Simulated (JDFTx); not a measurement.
A run of JDFTx 1.7.0 (patched build):

ZrN.in

```
lattice \
    0.0000000000     4.3004906967     4.3004906967 \
    4.3439299967     0.0000000000     4.3439299967 \
    4.3439299967     4.3439299967     0.0000000000
coords-type Lattice
ion Zr     0.5000000100     0.5000000100     0.5000000100 1
ion N      0.0000000000     0.0000000000     0.0000000000 1

ion-species pseudo/Zr.upf
ion-species pseudo/N.upf
elec-cutoff 42 336
elec-ex-corr gga-PBE
kpoint-folding 8 8 8
elec-smearing Fermi 0.0018374661
elec-n-bands 14
electronic-SCF nIterations 100 energyDiffThreshold 1e-10
electronic-minimize nIterations 30 energyDiffThreshold 1e-7
forces-output-coords Cartesian
ionic-minimize nIterations 20 energyDiffThreshold 1e-8 knormThreshold 2e-5

dump-name run.$VAR
dump End Ecomponents EigStats BandEigs Kpoints Forces Stress
```

Potentials or basis: PseudoDojo-SR-PBE-0.5-standard.

Command:

```bash
$ jdftx -c 1 -i ZrN.in -o ZrN.out
```

Hardware: 1 thread of Intel(R) Xeon(R) Platinum 8488C (Sapphire Rapids) (shared host).

Estimate the wall time of this run.

It took 65 s on 1 thread of Intel(R) Xeon(R) Platinum 8488C (Sapphire Rapids), with other jobs on the host, peak memory 0.12 GiB. Counts: scf iterations 12, bands 14, k points 59, plane waves 2110, ion steps 1.
